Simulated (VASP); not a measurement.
The system is BaS.

```
CELL_PARAMETERS angstrom
0.00000 3.22568 3.22568
3.22568 0.00000 3.22568
3.22568 3.22568 0.00000
ATOMIC_POSITIONS crystal
Ba 0.00000 0.00000 0.00000
S 0.50000 0.50000 0.50000
```

The cell is a database's computed one.

| Property | Result |
| --- | --- |
| Program | VASP 6.6.1 |
| Task | relaxation of cell and atoms |
| Functional | RPBE |
| Potentials or basis | VASP PAW PBE potentials, release 64 (Ba_sv, S) |
| Cutoff | 600 eV |
| k mesh | 8 × 8 × 8 |
| Occupations | gaussian, width 0.02 eV |
| Spin | no spin polarisation |

At the start: pressure 1.6 GPa; volume 33.56 Å³/atom.

Task: How do energy, volume and symmetry change on relaxing?

Result: Over 3 steps the energy falls by 6.8 meV/atom and the volume is 34.95 Å³/atom (+4.1 %); space group Fm-3m (No. 225, to 0.05 Å).

The path:
```tsv
step	energy change (eV)	largest force (eV/Å)	pressure (GPa)	volume (Å³)
1	0.0000	0.0000	1.63	67.13
2	-0.0130	0.0000	-0.31	70.50
3	-0.0136	0.0000	0.00	69.89
```

Final structure:
```
CELL_PARAMETERS angstrom
0.00000 3.26942 3.26942
3.26942 0.00000 3.26942
3.26942 3.26942 0.00000
ATOMIC_POSITIONS crystal
Ba 0.00000 0.00000 0.00000
S 0.50000 0.50000 0.50000
```

Caveat: the PAW data sets were made with another functional, which shifts forces and pressure a little.
